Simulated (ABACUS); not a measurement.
**ZrB2 in ABACUS: the effect of dispersion**

The system is ZrB2.

```
Zr B
1.0
     3.17000    0.00000    0.00000
    -1.58500    2.74530    0.00000
     0.00000    0.00000    3.53300
Zr B
1 2
Direct
  0.00000 0.00000 0.00000
  0.66667 0.33333 0.50000
  0.33333 0.66667 0.50000
```

Alike in all runs:

| Quantity | Value |
| --- | --- |
| Program | ABACUS 3.10.1 |
| Task | equation of state |
| Functional | PBE |
| Potentials or basis | PseudoDojo NC SR 0.4.1 PBE standard |
| Cutoff | 1034 eV |
| Density cutoff | 4136 eV |
| Basis | plane waves |
| k mesh | 7 × 7 × 6 |
| Occupations | fermi-dirac, width 0.05 eV |
| Spin | no spin polarisation |

| dispersion | V0 of scaled cells (Å³/atom) | B0 (GPa) |
| --- | --- | --- |
| none | ? | ? |
| D2 | 10.08 | 243 |
| D3 | 10.07 | 253 |
| D3(BJ) | 10.02 | 250 |
| D3(BJ)+ABC | 10.07 | 249 |

Problem. What does the run with dispersion none give?

Solution. V0 of scaled cells 10.28 Å³/atom; B0 239 GPa.

Caveats: the cell was scaled at fixed shape and fractional positions, which overstates the stiffness of a crystal with free parameters, most of all of layers and chains.
